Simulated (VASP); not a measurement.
# Al (Fm-3m) in VASP: a series of runs

The runs below take Al through relaxation of cell and atoms, vibrations by finite differences, with PBE.

Program: VASP 6.6.1. These are calculated values, not measurements. Logs are shortened: lines on timing, memory, paths and dates and some standing lists are left out, and cuts for length are marked.

### Step 1. The structure

The structure is cubic, space group Fm-3m (No. 225). Conventional cell: a = 4.050 Å, b = 4.050 Å, c = 4.050 Å, α = 90.00°, β = 90.00°, γ = 90.00°. Around Al (site symmetry m-3m) lie 12 Al at 2.86 Å.

### Step 2. Relaxation of cell and atoms, PBE

INCAR

```
SYSTEM = Al
PREC     = Accurate       ! precision mode
ENCUT    = 520            ! plane-wave cutoff, eV
EDIFF    = 1E-7           ! SCF threshold, eV
ISMEAR   = 0              ! smearing method
SIGMA    = 0.1            ! smearing width, eV
LREAL    = .False.        ! projectors in reciprocal space
LASPH    = .True.         ! aspherical terms in the spheres
NELM     = 100            ! most SCF steps
ALGO     = Fast           ! electronic algorithm
ISIF     = 3              ! what is computed and relaxed
LWAVE    = .False.        ! write WAVECAR
LCHARG   = .False.        ! write CHGCAR
GGA      = PE             ! functional
IBRION   = 2              ! ionic algorithm
NSW      = 80             ! ionic steps
EDIFFG   = -0.15          ! ionic threshold
```

KPOINTS

```
regular mesh
0
Gamma
  18 18 18
  0 0 0
```

POSCAR

```
Al
1.0
    0.0000000000      2.0248050000      2.0248050000
    2.0248050000      0.0000000000      2.0248050000
    2.0248050000      2.0248050000      0.0000000000
Al
1
Direct
    0.0000000000      0.0000000000      0.0000000000
```

Potentials or basis: VASP PAW PBE potentials, release 64 (Al).

Run with:

```bash
> cat potpaw_PBE.64/Al/POTCAR > POTCAR
> mpirun -np 1 vasp_std > vasp.out
```

OUTCAR:

```text
SYSTEM = Al
   PREC = Accurate
   ENCUT = 520
   EDIFF = 1E-7
   ISMEAR = 0
   LREAL = .False.
   LASPH = .True.
   NELM = 100
   ISIF = 3
   GGA = PE
   IBRION = 2
   NSW = 80
   EDIFFG = -0.15

 ion  position               nearest neighbor table
   1  0.000  0.000  0.000-

  LATTYP: Found a face centered cubic cell.
 ALAT       =     4.0496100000

  Lattice vectors:

 A1 = (   0.0000000000,   2.0248050000,   2.0248050000)
 A2 = (   2.0248050000,   0.0000000000,   2.0248050000)
 A3 = (   2.0248050000,   2.0248050000,   0.0000000000)

Analysis of symmetry for initial positions (statically):
=====================================================================
 Subroutine PRICEL returns:
 Original cell was already a primitive cell.

 Routine SETGRP: Setting up the symmetry group for a
 face centered cubic supercell.

 Subroutine GETGRP returns: Found 48 space group operations
 (whereof 48 operations were pure point group operations)
 out of a pool of 48 trial point group operations.

The static configuration has the point symmetry O_h .

Analysis of symmetry for dynamics (positions and initial velocities):
=====================================================================
 Subroutine PRICEL returns:
 Original cell was already a primitive cell.

 Routine SETGRP: Setting up the symmetry group for a
 face centered cubic supercell.

 Subroutine GETGRP returns: Found 48 space group operations
 (whereof 48 operations were pure point group operations)
 out of a pool of 48 trial point group operations.

The dynamic configuration has the point symmetry O_h .

 Subroutine INISYM returns: Found 48 space group operations
 (whereof 48 operations are pure point group operations),
 and found     1 'primitive' translations

----------------------------------------------------------------------------------------

                                     Primitive cell

  volume of cell :      16.6027

  direct lattice vectors                    reciprocal lattice vectors
     0.000000000  2.024805000  2.024805000    -0.246937359  0.246937359  0.246937359
     2.024805000  0.000000000  2.024805000     0.246937359 -0.246937359  0.246937359
     2.024805000  2.024805000  0.000000000     0.246937359  0.246937359 -0.246937359

  length of vectors
     2.863506692  2.863506692  2.863506692     0.427708053  0.427708053  0.427708053

  position of ions in fractional coordinates (direct lattice)
     0.000000000  0.000000000  0.000000000

  ion indices of the primitive-cell ions
   primitive index   ion index
                 1           1

----------------------------------------------------------------------------------------

 KPOINTS: regular mesh

Automatic generation of k-mesh.
 Grid dimensions read from file:
 generate k-points for:   18   18   18

 Generating k-lattice:

  Cartesian coordinates                     Fractional coordinates (reciprocal lattice)
    -0.013718742  0.013718742  0.013718742     0.055555556  0.000000000  0.000000000
     0.013718742 -0.013718742  0.013718742     0.000000000  0.055555556  0.000000000
     0.013718742  0.013718742 -0.013718742     0.000000000  0.000000000  0.055555556

  Length of vectors
     0.023761558  0.023761558  0.023761558

  Shift w.r.t. Gamma in fractional coordinates (k-lattice)
     0.000000000  0.000000000  0.000000000

 Subroutine IBZKPT returns following result:
 ===========================================

 Found    195 irreducible k-points:

 Following reciprocal coordinates:
            Coordinates               Weight
  0.000000  0.000000  0.000000      1.000000
  0.055556  0.000000  0.000000      8.000000
  0.111111  0.000000  0.000000      8.000000
  0.166667  0.000000  0.000000      8.000000
  0.222222  0.000000  0.000000      8.000000
  0.277778  0.000000  0.000000      8.000000
[... 16 lines left out ...]
 -0.277778  0.055556  0.000000     24.000000
 -0.222222  0.055556  0.000000     24.000000
 [... further k-points ...]
   k-points           NKPTS =    195   k-points in BZ     NKDIM =    195   number of bands    NBANDS=      5
   number of dos      NEDOS =    301   number of ions     NIONS =      1
   total plane-waves  NPLWV =  13824
   dimension x,y,z NGX =    24 NGY =   24 NGZ =   24
   dimension x,y,z NGXF=    48 NGYF=   48 NGZF=   48
   ions per type =               1
   NGX,Y,Z   is equivalent  to a cutoff of  13.93, 13.93, 13.93 a.u.
   NGXF,Y,Z  is equivalent  to a cutoff of  27.87, 27.87, 27.87 a.u.
 SYSTEM =  Al
   PREC   = accura    normal or accurate (medium, high low for compatibility)
   ISTART =      0    job   : 0-new  1-cont  2-samecut
   ICHARG =      2    charge: 1-file 2-atom 10-const
   ISPIN  =      1    spin polarized calculation?
   LNONCOLLINEAR =      F non collinear calculations
   LSORBIT =      F    spin-orbit coupling
   LASPH  =      T    aspherical Exc in radial PAW
   ENCUT  =  520.0 eV  38.22 Ry    6.18 a.u.   5.32  5.32  5.32*2*pi/ulx,y,z
   NELM   =    100;   NELMIN=  2; NELMDL= -5     # of ELM steps
   EDIFF  = 0.1E-06   stopping-criterion for ELM
   LREAL  =      F    real-space projection
   EDIFFG = -.1E+00   stopping-criterion for IOM
   NSW    =     80    number of steps for IOM
   IBRION =      2    ionic relax: 0-MD 1-quasi-New 2-CG
   NFREE  =      1    steps in history (QN), initial steepest desc. (CG)
   ISIF   =      3    stress and relaxation
   ISYM   =      2    0-nonsym 1-usesym 2-fastsym
   POTIM  = 0.5000    time-step for ionic-motion
   TEBEG  =    0.0;   TEEND  =   0.0 temperature during run
   PSTRESS=    0.0 pullay stress
   NELECT =       3.0000    total number of electrons
   NUPDOWN=      -1.0000    fix difference up-down
   EMIN   =  10.00;   EMAX   =-10.00  energy-range for DOS
   EFERMI =   0.00;   METHOD = LEGACY
   ISMEAR =     0;   SIGMA  =   0.10  broadening in eV -4-tet -1-fermi 0-gaus
   EFERMI_NEDOS =   21; number of points for ismear=-14 and -15
   IALGO  =     68    algorithm
   IMIX   =      4    mixing-type and parameters
     AMIX     =   0.40;   BMIX     =  1.00
     AMIX_MAG =   1.60;   BMIX_MAG =  1.00
  volume/ion in A,a.u.               =      16.60       112.04
  Fermi-wavevector in a.u.,A,eV,Ry     =   0.925526  1.748991 11.654733  0.856599
  Thomas-Fermi vector in A             =   2.051390
   LORBIT       =      0    0 simple, 1 ext, 2 COOP (PROOUT), +10 PAW based schemes
   GGA     = PE    functional components
   LHFCALC =     F    Hartree Fock is set to
   AEXX    =    0.0000 exact exchange contribution
   IVDW    =     0    specifies the selected vdW correction
   LEPSILON=     F    determine dielectric tensor
   LRPA    =     F    only Hartree local field effects (RPA)
 conjugate gradient relaxation of ions
 non-spin polarized calculation
 RMM-DIIS sequential band-by-band and
 Gauss-broadening in eV      SIGMA  =   0.10
  energy-cutoff  :      520.00
  volume of cell :       16.60
 maximum number of plane-waves:       459
 NGX is ok and might be reduce to    24
   NGX = 11   NGY = 11   NGZ = 11

 number of electron       3.0000000 magnetization

 Free energy of the ion-electron system (eV)
  ---------------------------------------------------
  ext. energy  EPLUGINS =         0.00000000
  ---------------------------------------------------
  free energy    TOTEN  =        -3.74436374 eV

  energy without entropy =       -3.74148545  energy(sigma->0) =       -3.74292460

 E-fermi :   7.9263     XC(G=0): -10.1741

 val. band max:        7.9228788465   @ k =  -0.2778   0.2778   0.0556
 cond. band min:       7.9329384492   @ k =  -0.2778   0.5000   0.2222
 fundamental gap:      0.0100596027
 Fermi energy:         7.9262730906

 k-point     1 :       0.0000    0.0000    0.0000
  band No.  band energies     occupation
      1      -3.1560      2.00000
      2      20.5204      0.00000
      3      20.5205      0.00000
      4      20.5205      0.00000
      5      21.9656      0.00000

 k-point     2 :       0.0556    0.0000    0.0000
  band No.  band energies     occupation
      1      -3.0724      2.00000
      2      18.9990      0.00000
      3      20.2024      0.00000
      4      20.2024      0.00000
      5      22.4148      0.00000

 k-point     3 :       0.1111    0.0000    0.0000
  band No.  band energies     occupation
      1      -2.8220      2.00000
      2      16.7829      0.00000
      3      19.6872      0.00000
      4      19.6872      0.00000
      5      22.6215      0.00000

 k-point     4 :       0.1667    0.0000    0.0000
  band No.  band energies     occupation
      1      -2.4057      2.00000
      2      14.5535      0.00000
      3      19.2406      0.00000
      4      19.2406      0.00000
      5      22.4613      0.00000

 k-point     5 :       0.2222    0.0000    0.0000
  band No.  band energies     occupation
      1      -1.8248      2.00000
      2      12.4001      0.00000
      3      18.9131      0.00000
      4      18.9131      0.00000
      5      22.2931      0.00000

 k-point     6 :       0.2778    0.0000    0.0000
  band No.  band energies     occupation
      1      -1.0814      2.00000
      2      10.3535      0.00000
      3      18.7177      0.00000
      4      18.7177      0.00000
      5      22.1788      0.00000

 k-point     7 :       0.3333    0.0000    0.0000
  band No.  band energies     occupation
      1      -0.1779      2.00000
      2       8.4291      0.00000
      3      18.6592      0.00000
      4      18.6592      0.00000
      5      21.2450      0.00000

 k-point     8 :       0.3889    0.0000    0.0000
  band No.  band energies     occupation
      1       0.8827      2.00000
      2       6.6363      2.00000
      3      18.7397      0.00000
      4      18.7397      0.00000
      5      20.4687      0.00000

 k-point     9 :       0.4444    0.0000    0.0000
  band No.  band energies     occupation
      1       2.0964      2.00000
      2       4.9822      2.00000
      3      18.9596      0.00000
      4      18.9615      0.00000
      5      19.8283      0.00000

 k-point    10 :       0.5000    0.0000    0.0000
  band No.  band energies     occupation
      1       3.3674      2.00000
      2       3.5643      2.00000
      3      19.2795      0.00000
      4      19.2832      0.00000
      5      19.3678      0.00000

 k-point    11 :       0.0556    0.0556    0.0000
  band No.  band energies     occupation
      1      -3.0446      2.00000
      2      19.4865      0.00000
      3      19.4865      0.00000
      4      19.7634      0.00000
      5      21.6973      0.00000

 k-point    12 :       0.1111    0.0556    0.0000
  band No.  band energies     occupation
      1      -2.8498      2.00000
      2      17.5459      0.00000
      3      18.8451      0.00000
      4      19.8123      0.00000
      5      21.8604      0.00000

 k-point    13 :       0.1667    0.0556    0.0000
  band No.  band energies     occupation
      1      -2.4888      2.00000
      2      15.3346      0.00000
      3      18.3248      0.00000
      4      19.5594      0.00000
      5      22.5184      0.00000

 k-point    14 :       0.2222    0.0556    0.0000
  band No.  band energies     occupation
      1      -1.9629      2.00000
      2      13.1633      0.00000
      3      17.9378      0.00000
      4      19.2592      0.00000
      5      21.9430      0.00000

 k-point    15 :       0.2778    0.0556    0.0000
  band No.  band energies     occupation
      1      -1.2737      2.00000
      2      11.0850      0.00000
      3      17.6886      0.00000
      4      19.0455      0.00000
      5      20.8875      0.00000

 k-point    16 :       0.3333    0.0556    0.0000
  band No.  band energies     occupation
      1      -0.4238      2.00000
      2       9.1221      0.00000
      3      17.5791      0.00000
      4      18.9549      0.00000
      5      19.9200      0.00000

 k-point    17 :       0.3889    0.0556    0.0000
  band No.  band energies     occupation
      1       0.5843      2.00000
      2       7.2867      2.00000
      3      17.6103      0.00000
      4      18.9958      0.00000
      5      19.0850      0.00000

 k-point    18 :       0.4444    0.0556    0.0000
  band No.  band energies     occupation
      1       1.7468      2.00000
      2       5.5871      2.00000
      3      17.7827      0.00000
      4      18.3774      0.00000
      5      19.1881      0.00000

 k-point    19 :       0.5000    0.0556    0.0000
  band No.  band energies     occupation
      1       3.0545      2.00000
      2       4.0349      2.00000
      3      17.8177      0.00000
      4      18.0968      0.00000
      5      19.5171      0.00000

 k-point    20 :      -0.4444    0.0556    0.0000
  band No.  band energies     occupation
      1       2.6046      2.00000
      2       4.5336      2.00000
      3      17.4014      0.00000
      4      18.5519      0.00000
      5      19.9888      0.00000

 k-point    21 :      -0.3889    0.0556    0.0000
  band No.  band energies     occupation
      1       1.3424      2.00000
      2       6.1378      2.00000
      3      17.1297      0.00000
      4      19.1443      0.00000
      5      20.0262      0.00000

 k-point    22 :      -0.3333    0.0556    0.0000
  band No.  band energies     occupation
      1       0.2309      2.00000
      2       7.8832      1.45795
      3      17.0026      0.00000
      4      19.7829      0.00000
      5      19.9959      0.00000

 k-point    23 :      -0.2778    0.0556    0.0000
  band No.  band energies     occupation
      1      -0.7248      2.00000
      2       9.7613      0.00000
      3      17.0200      0.00000
      4      19.8766      0.00000
      5      20.7813      0.00000

 k-point    24 :      -0.2222    0.0556    0.0000
  band No.  band energies     occupation
      1      -1.5214      2.00000
      2      11.7626      0.00000
      3      17.1814      0.00000
      4      20.0218      0.00000
      5      21.7626      0.00000

 [... further k-points ...]
[... 5 lines left out ...]
  --------------------------------------------------------------------------------------
  -------------------------------------------------------------------------------------
  Total       -0.0519242     -0.0519242     -0.0519242     -0.0000000     -0.0000000     -0.0000000
  in kB       -5.0107287     -5.0107287     -5.0107287     -0.0000000     -0.0000000     -0.0000000
  external PRESSURE =      -5.0107287 kB  Pullay stress =       0.0000000 kB

 VOLUME and BASIS-vectors are now :
 -----------------------------------------------------------------------------
  energy-cutoff  :      520.00
  volume of cell :       16.60
      direct lattice vectors                 reciprocal lattice vectors
     0.000000000  2.024805000  2.024805000    -0.246937359  0.246937359  0.246937359
     2.024805000  0.000000000  2.024805000     0.246937359 -0.246937359  0.246937359
     2.024805000  2.024805000  0.000000000     0.246937359  0.246937359 -0.246937359

 POSITION                                       TOTAL-FORCE (eV/Angst)
 -----------------------------------------------------------------------------------
      0.00000      0.00000      0.00000        -0.000000     -0.000000     -0.000000
 -----------------------------------------------------------------------------------
    total drift:                                0.000000     -0.000000      0.000000

  FREE ENERGIE OF THE ION-ELECTRON SYSTEM (eV)
  ---------------------------------------------------
  free  energy   TOTEN  =        -3.7443637398 eV

  energy  without entropy=       -3.7414854538  energy(sigma->0) =       -3.74292460

 reached required accuracy - stopping structural energy minimisation
```

It took 10 s on 1 thread of Intel Xeon Platinum 8259CL at 2.50GHz (Skylake/Cascade Lake), shared host; peak memory 0.14 GiB.

What came out:

| Property | Result |
| --- | --- |
| Free energy | -3.7444 eV |
| Pressure after relaxing | -0.5 GPa |
| Band gap on the k mesh | none (metal or under the smearing width) |

Final structure:
```xyz
1
Lattice="0.0000 2.0248 2.0248 2.0248 0.0000 2.0248 2.0248 2.0248 0.0000" Properties=species:S:1:pos:R:3 pbc="T T T"
Al    0.0000    0.0000    0.0000
```

Levels at points of the mesh, in eV from the Fermi level:
```csv
k point,band 1,band 2,band 3,band 4
"(0.00, 0.00, 0.00)",-11.08,12.59,12.59,12.59
"(0.50, 0.00, 0.00)",-4.56,-4.36,11.35,11.36
"(0.50, 0.50, 0.00)",-2.90,-1.59,5.27,5.57
```

Caveat: the relaxation stopped at its first step, so nothing moved.

### Step 3. Relaxation of cell and atoms, PBE

INCAR is that of step 2.

KPOINTS is that of step 2.

POSCAR

```
Al                                      
1.0
    0.0000000000      2.0248050000      2.0248050000
    2.0248050000      0.0000000000      2.0248050000
    2.0248050000      2.0248050000      0.0000000000
  Al            
     1
Direct
     0.0000000000000000    0.0000000000000000    0.0000000000000000
```

Potentials or basis: VASP PAW PBE potentials, release 64 (Al).

Run with:

```bash
> cat potpaw_PBE.64/Al/POTCAR > POTCAR
> mpirun -np 1 vasp_std > vasp.out
```

Run time: 9.6 s. Hardware: 1 thread of Intel Xeon Platinum 8259CL at 2.50GHz (Skylake/Cascade Lake), shared host; peak memory 0.14 GiB.

Results (log left out):

| Quantity | Value |
| --- | --- |
| Free energy | -3.7444 eV |
| Pressure after relaxing | -0.5 GPa |
| Band gap on the k mesh | none (metal or under the smearing width) |

Final structure:
```
Al
1.0
     0.00000    2.02481    2.02481
     2.02481    0.00000    2.02481
     2.02481    2.02481    0.00000
Al
1
Direct
  0.00000 0.00000 0.00000
```

Levels at points of the mesh, in eV from the Fermi level:
```tsv
k point	band 1	band 2	band 3	band 4	band 5
(0.00, 0.00, 0.00)	-11.08	12.59	12.59	12.59	14.04
(0.50, 0.00, 0.00)	-4.56	-4.36	11.35	11.36	11.44
(0.50, 0.50, 0.00)	-2.90	-1.59	5.27	5.57	5.57
```

Caveat: the relaxation stopped at its first step, so nothing moved.

(Part 1 of 2 ends here.)
